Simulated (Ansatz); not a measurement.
Runs of Ansatz 0.2.0 on CsSnI3. It takes space group Pm-3m (No. 221, cubic). The conventional cell has a = 6.206 Å, b = 6.206 Å, c = 6.206 Å, α = 90.00°, β = 90.00°, γ = 90.00°. Cs (site symmetry m-3m) has 12 I at 4.39 Å as nearest neighbours. I (site symmetry 4/mmm) is surrounded by 2 Sn at 3.10 Å. Sn (site symmetry m-3m) is surrounded by 6 I at 3.10 Å. 

```csv
task,spin,cell,points for each segment of the path,gap on the mesh (eV),pressure (GPa)
band structure,"SOC, no magnetisation",as given,14,0.08,0.8
single point,off,strained by -1 %,-,0.30,0.8
band structure,off,as given,14,0.31,0.8
single point,off,strained by +2 %,-,(a),0.8
single point,off,as given,-,0.31,0.8
```

Alike in all rows: level PBE; potentials or basis Ansatz PAW; k mesh 4 × 4 × 4; cutoff (eV) 420; smearing fermi-dirac 0.05 eV.

Problem. Estimate the missing entries.

Solution. (a) 0.29.

Caveats: the cell was measured hot, at 500 K; spin-orbit coupling is left out, which moves the levels of the heavy elements (some runs).

A k mesh can miss the band edges, and rows without SOC leave out spin-orbit coupling on Cs, I, Sn.
